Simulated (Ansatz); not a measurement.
# TiSi2 under changes of volume

One of the cells (14.179 Å³/atom); the others are scaled copies at fixed shape and fractional positions:

```xyz
6
Lattice="1.7651 -6.7593 0.0000 1.7651 6.7593 0.0000 0.0000 0.0000 3.5652" Properties=species:S:1:pos:R:3 pbc="T T T"
Ti    1.7651    5.3653    0.8913
Ti    1.7651   -5.3653    2.6739
Si    1.7651   -3.3839    0.8913
Si    1.7651    3.3839    2.6739
Si    1.7651    0.7875    0.8913
Si    1.7651   -0.7875    2.6739
```

The cell comes from a database or a generator and needn't be the stable form of this composition.

```yaml
Program: Ansatz 0.2.0
Functional: PBE
Potentials_or_basis: Ansatz PAW
Cutoff: "420 eV (not typed: the program's choice for these potentials)"
k_mesh: 8 × 8 × 8
Occupations: fermi-dirac, width 0.05 eV
Spin: no spin polarisation
```

| volume (Å³/atom) | energy over the lowest point (meV/atom) | pressure (GPa) | largest force (eV/Å) |
| --- | --- | --- | --- |
| 13.328 | 36.41 | 12.1 | 0.437 |
| 13.611 | ? | ? | ? |
| 13.895 | 6.70 | 4.9 | 0.266 |
| 14.179 | 0.76 | 1.9 | 0.192 |
| 14.462 | 0.00 | -0.9 | 0.126 |
| 14.746 | 3.90 | -3.4 | 0.094 |
| 15.029 | 11.99 | -5.7 | 0.138 |

What does the run at 13.611 Å³/atom give?

Energy over the lowest point 18.38 meV/atom; pressure 8.3 GPa; largest force 0.347 eV/Å.

Worked out: A Birch-Murnaghan fit of order 3 (a polynomial in V^(-2/3)) to the other rows has its minimum at 14.36 Å³/atom with B0 = V·E''(V) = 138 GPa and B' = 4.2 at fixed shape and positions, which overstates the stiffness. It gives 18.40 meV/atom at 13.611 Å³/atom, against the run's 18.38, and -dE/dV = 8.3 GPa, against 8.3.

Energies are extrapolated to zero smearing.
